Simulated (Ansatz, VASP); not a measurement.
## K: VASP beside Ansatz

```xyz
1
Lattice="-2.6163 2.6909 2.6995 2.6281 -2.6537 2.6741 2.7293 2.7667 -2.6623" Properties=species:S:1:pos:R:3 pbc="T T T"
K     0.0000    0.0000    0.0000
```

Change from the starting cell: cell strained at random at fixed volume.

Alike in both runs: task single point; functional PBE-based screened hybrid; k mesh 5 × 5 × 5; occupations gaussian, width 0.05 eV; no spin polarisation.

|  | VASP | Ansatz |
| --- | --- | --- |
| version | VASP 6.6.1 | Ansatz 0.2.0 |
| potentials or method | VASP PAW PBE potentials, release 64 (K_sv) | JTH PAW |
| plane-wave cutoff (eV) | 520 | 690 |
| valence electrons in the cell | 9 | 9 |

```tsv
	VASP	Ansatz	Ansatz less VASP
gap on the k mesh at the Fermi level (eV)	none	none	-
pressure (GPa)	-0.1	-0.1	+0.01
largest component of the traceless stress (GPa)	0.25	0.25	0.000
```

A gap of «none» marks a metal or a gap that the smearing closes.

Caveats: the PAW data sets were made with another functional, which shifts forces and pressure a little (VASP); the thresholds are loose for stress (Ansatz).
